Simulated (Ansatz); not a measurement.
RuO2:
```
RuO2
1.0
    4.47936     0.00000     0.00000
    0.00000     4.47936     0.00000
    0.00000     0.00000     3.10742
Ru O
2 4
Direct
  0.50000   0.50000   0.50000
  0.00000   0.00000   0.00000
  0.80533   0.19467   0.50000
  0.19467   0.80533   0.50000
  0.30533   0.30533   0.00000
  0.69467   0.69467   0.00000
```

Relaxed with the program Ansatz at the r²SCAN level (PAW). Indices refer to the conventional cell of P4_2/mnm, a = b = 4.4794 Å, c = 3.1074 Å, α = β = γ = 90.00°.

### Question
Simulate the powder diffraction pattern (Cu Kα, λ = 1.54184 Å; lines above 1 %) up to 2θ = 90°.

### Answer
Simulated powder pattern, Cu Kα, λ = 1.54184 Å (kinematic, ideal powder, no thermal factors, no anomalous dispersion; the 30 strongest lines at most, above 1 %, up to 2θ = 90°):

| 2θ (°) | d (Å) | I/Imax (%) | hkl |
|---|---|---|---|
| 28.17 | 3.167 | 100 | (110) |
| 35.15 | 2.553 | 81 | (101) |
| 40.27 | 2.240 | 20 | (200) |
| 40.67 | 2.218 | 5.0 | (111) |
| 45.27 | 2.003 | 1.6 | (210) |
| 54.50 | 1.684 | 63 | (211) |
| 58.26 | 1.584 | 15 | (220) |
| 59.50 | 1.554 | 8.3 | (002) |
| 65.95 | 1.416 | 13 | (310) |
| 67.10 | 1.395 | 15 | (112) |
| 69.90 | 1.346 | 19 | (301) |
| 74.30 | 1.277 | 7.1 | (202) |
| 83.87 | 1.154 | 11 | (321) |
| 87.01 | 1.120 | 3.9 | (400) |
| 88.07 | 1.109 | 9.1 | (222) |

Symmetry was held in the r²SCAN relaxation; of distortions, only those at the zone centre were tested. The run is not spin-polarised.

Potentials: the later of the program's two PAW sets.
